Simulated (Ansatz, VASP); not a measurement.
# Two plane-wave programs on InSb

```xyz
2
Lattice="0.0000 3.2249 3.2249 3.2249 0.0000 3.2249 3.2249 3.2249 0.0000" Properties=species:S:1:pos:R:3 pbc="T T T"
In    0.0000    0.0000    0.0000
Sb    4.8374    4.8374    4.8374
```

Alike in both runs: functional LDA; k mesh 16 × 16 × 16; occupations gaussian, width 0.1 eV; no spin polarisation.

Ansatz relaxed the structure, and its values are those at the end. VASP's run is a single point on that final structure, the one shown.

|  | VASP | Ansatz |
| --- | --- | --- |
| version | VASP 6.6.1 | Ansatz 0.2.0 |
| potentials or method | VASP PAW LDA potentials, release 64 (In_d, Sb) | scalar-relativistic, plane waves, PAW |
| plane-wave cutoff (eV) | 520 | 420 |
| valence electrons in the cell | 18 | 28 |

```csv
,VASP,Ansatz,Ansatz less VASP
gap on the k mesh at the Fermi level (eV),none,none,-
pressure (GPa),0.1,0.0,-0.08
```

A gap of «none» marks a metal or a gap that the smearing closes. The two sets of potentials don't hold the same shells in valence. Ansatz warned: «pseudo_functional_mismatch».

Caveats: this crystal is a semiconductor, whose small gap the functional closes, so the metal is an error of the method. Spin-orbit coupling is left out, which matters for the levels of Sb.
